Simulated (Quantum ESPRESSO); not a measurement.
Runs of Quantum ESPRESSO 7.5 on ZrS2. The structure is trigonal, space group P-3m1 (No. 164). The conventional cell has a = 3.691 Å, b = 3.691 Å, c = 6.041 Å, α = 90.00°, β = 90.00°, γ = 120.00°. Around Zr (site symmetry -3m) lie 6 S at 2.57 Å. Around S (site symmetry 3m) lie 3 Zr at 2.57 Å. The cell is a database's computed one.

| task | level | potentials or basis | cell | cutoff (eV) | most ionic steps | forc conv thr | etot conv thr | ion dynamics | cell dynamics | gap on the mesh (eV) | pressure (GPa) | largest force (eV/Å) |
| --- | --- | --- | --- | --- | --- | --- | --- | --- | --- | --- | --- | --- |
| relaxation of cell and atoms | PBE+D3(BJ) | PseudoDojo 0.4.1 SR PBE standard | relaxed to 0.3 kbar | 898 | 40 | 0.0004 Ry/bohr | 1e-05 Ry | bfgs | bfgs | 0.73 | 0.0 | - |
| band structure | LDA | PseudoDojo 0.4.1 SR LDA standard | as given | 952 | - | - | - | - | - | 0.93 | (a) | 0.29 |
| relaxation of cell and atoms | rev-vdW-DF2 | PseudoDojo 0.4.1 SR PBE standard | relaxed to 0.3 kbar | 898 | 40 | 0.0004 Ry/bohr | 1e-05 Ry | bfgs | bfgs | (b) | 0.0 | - |
| band structure | PBE | PseudoDojo 0.4.1 SR PBE standard | as given | 898 | - | - | - | - | - | 1.05 | 0.5 | 0.05 |

Alike in all rows: no spin polarisation; k mesh 8 × 8 × 5; smearing fermi-dirac 0.05 eV.

**Question.** Estimate the missing entries.

**Answer.** (a) -4.5; (b) 0.77.

Caveats: an odd mesh through Γ misses points on the zone boundary, where band edges often lie (some runs); the potentials were made for another functional, which shifts forces and pressure (some runs); this functional lacks dispersion, which binds the layers, so the pressure and a relaxed spacing across them are unreliable (some runs).

A k mesh can miss the band edges, and the runs leave out spin-orbit coupling on Zr.
